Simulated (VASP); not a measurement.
Zr, 2 atoms in the cell. Symmetry: P6_3/mmc, No. 194, hexagonal system. Conventional cell: a = 3.000 Å, b = 3.000 Å, c = 4.778 Å, α = 90.00°, β = 90.00°, γ = 120.00°. Zr (site symmetry -6m2) has 12 Zr at 2.95 to 3.00 Å as nearest neighbours.  The cell isn't the ideal one: volume scaled by 0.8.

```yaml
Program: VASP 6.6.1
Task: density of states
Functional: PBEsol
Dispersion: D3(BJ)
Potentials_or_basis: VASP PAW PBE potentials, release 64 (Zr_sv_GW)
Cutoff: 550 eV
k_mesh: 9 × 9 × 5
Occupations: methfessel-paxton, width 0.2 eV
Spin: no spin polarisation
Monkhorst-Pack_mesh: yes
Further_INCAR_settings: ALGO = Normal; EDIFF = 1.00e-06; NBANDS = 19; IMIX = 1; AMIX = 0.400000
```

Potentials or basis: VASP PAW PBE potentials, release 64 (Zr_sv_GW).

The run is started by

```console
$ python run.py
```

Hardware: 1 thread of Intel(R) Xeon(R) 6975P-C (Granite Rapids) (shared host).

How long does it take, and how much memory?

Wall time 17 s on 1 thread of Intel(R) Xeon(R) 6975P-C (Granite Rapids), on a shared host, peak memory 0.19 GiB. Counts: scf iterations 16, k points 36.
